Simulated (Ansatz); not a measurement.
What a change of settings does to a run on RbCl

The cell is COD entry 8103714, as deposited and not checked against the literature; nothing was relaxed. It differs from other determinations. The listed cell was then made from it by scaling, straining or moving an atom.

First run: DFT, PBE, PAW with Ansatz's default frozen-core files, scalar-relativistic (Ansatz 0.2.0).

Command: `ansatz run input.yaml --threads 1 --pin off --max-ram 2048MiB --backend cpu --events-out ev --progress --plain --runs-dir out` The run took 2.8 s on 1 thread of Intel(R) Xeon(R) Platinum 8259CL CPU @ 2.50GHz (Skylake/Cascade Lake), on a shared host, peak memory 0.39 GiB.

```yaml
crystal:
  lattice:
    - [0.0, 3.2184977523, 3.2184977523]
    - [3.2184977523, 0.0, 3.2184977523]
    - [3.2184977523, 3.2184977523, 0.0]
  atoms:
    - { symbol: Rb, position: [0.0, 0.0, 0.0] }
    - { symbol: Cl, position: [0.5, 0.5, 0.5] }
kpoints:
  mp_grid: { grid: [7, 7, 7] }
scf:
  occupations: { method: fermi_dirac, width: 0.02 }
hamiltonian:
  xc: pbe
  pseudopotentials: { kind: paw }
output:
  forces: true
  stress: true
  eigenvalues: true
  efg: { contact_densities: true }
```

Result: converged; pressure 2.29 GPa; gap on the k mesh 5.22 eV (the mesh can miss the band edges); 6 SCF iterations.

A second input differs as follows:

```diff
@@ -8,7 +8,8 @@
     - { symbol: Cl, position: [0.5, 0.5, 0.5] }
 kpoints:
-  mp_grid: { grid: [7, 7, 7] }
+  mp_grid: { grid: [7, 6, 8] }
 scf:
   occupations: { method: fermi_dirac, width: 0.02 }
+  max_iter: 80
 hamiltonian:
   xc: pbe
```

Q: Does the change harm the result?

A: Not here: the run converged; energy at zero smearing 0.0 meV/atom from the first run; pressure 2.29 GPa; gap on the k mesh 5.22 eV (the mesh can miss the band edges); 6 SCF iterations, so the odd setting did no harm in this case.
